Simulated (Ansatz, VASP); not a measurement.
## Two plane-wave programs on Li2O

```xyz
3
Lattice="0.0000 2.3130 2.3130 2.3130 0.0000 2.3130 2.3130 2.3130 0.0000" Properties=species:S:1:pos:R:3 pbc="T T T"
Li    1.1565    1.1565    1.1565
Li    3.4695    3.4695    3.4695
O     0.0000    0.0000    0.0000
```

Alike in both runs: task relaxation of cell and atoms; functional PBE; dispersion D3(BJ); k mesh 8 × 8 × 8; occupations gaussian, width 0.02 eV; no spin polarisation.

|  | VASP | Ansatz |
| --- | --- | --- |
| version | VASP 6.6.1 | Ansatz 0.2.0 |
| potentials or method | VASP PAW PBE potentials, release 64 (Li_sv, O) | scalar-relativistic, plane waves, PAW |
| plane-wave cutoff (eV) | 600 | 420 |
| valence electrons in the cell | 12 | 12 |

|  | VASP | Ansatz | Ansatz less VASP |
| --- | --- | --- | --- |
| gap on the k mesh at the Fermi level, each at its own relaxed structure (eV) | 5.10 | 5.11 | +0.010 |
| relaxed volume (Å³/atom) | 7.69 | 7.72 | +0.031 |
| relaxed cell length with the largest relative difference (Å) | 3.195 | 3.199 | +0.0043 |
| energy change over the relaxation (meV/atom) | -10 | -9 | +1.2 |

Caveats: the cutoff is under 1.25 times the usual one of these potentials, so pressure, stress and relaxed cells hold a basis-set (Pulay) error (VASP). As with any semilocal functional, this PBE gap is likely too small. A k mesh can miss the band edges.
